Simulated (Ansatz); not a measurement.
TaN:

```
CELL_PARAMETERS angstrom
0.00000 2.49114 2.49114
2.49114 0.00000 2.49114
2.49114 2.49114 0.00000
ATOMIC_POSITIONS crystal
Ta 0.00000 0.00000 0.00000
N 0.25000 0.25000 0.25000
```

The cell comes from a database or a generator and needn't be the stable form of this composition.

| Quantity | Value |
| --- | --- |
| Program | Ansatz 0.2.0 |
| Task | single point |
| Functional | PBE |
| Potentials or basis | Ansatz PAW |
| Cutoff | 420 eV (not typed: the program's choice for these potentials) |
| k mesh | 9 × 9 × 9 |
| Occupations | fermi-dirac, width 0.05 eV |
| Spin | no spin polarisation |

On this cell: pressure -25.5 GPa; largest force zero by symmetry; band gap on the k mesh none (metal or under the smearing width).

The same run follows on a disturbed copy (atoms moved at random, drawn with an rms of 0.05 Å):

```
Ta N
1.0
     0.00000    2.49114    2.49114
     2.49114    0.00000    2.49114
     2.49114    2.49114    0.00000
Ta N
1 1
Direct
  0.00298 0.99962 0.00177
  0.24114 0.24036 0.26935
```

Task: What changes?

Result: The energy (extrapolated to zero smearing) moves by +2.7 meV/atom; pressure -25.2 GPa; largest force 0.189 eV/Å; band gap on the k mesh none (metal or under the smearing width).

Forces in eV/Å, atoms in the order of the input:
```
Ta   0.089  0.093 -0.139
N   -0.089 -0.093  0.139
```

Stress tensor (GPa, compression positive):
```
-25.31   1.00  -0.48
  1.00 -25.33  -0.52
 -0.48  -0.52 -25.08
```

Caveats: so large a pressure means that the cell lies far from this level's equilibrium, or that cutoff or potentials fall short (some runs).
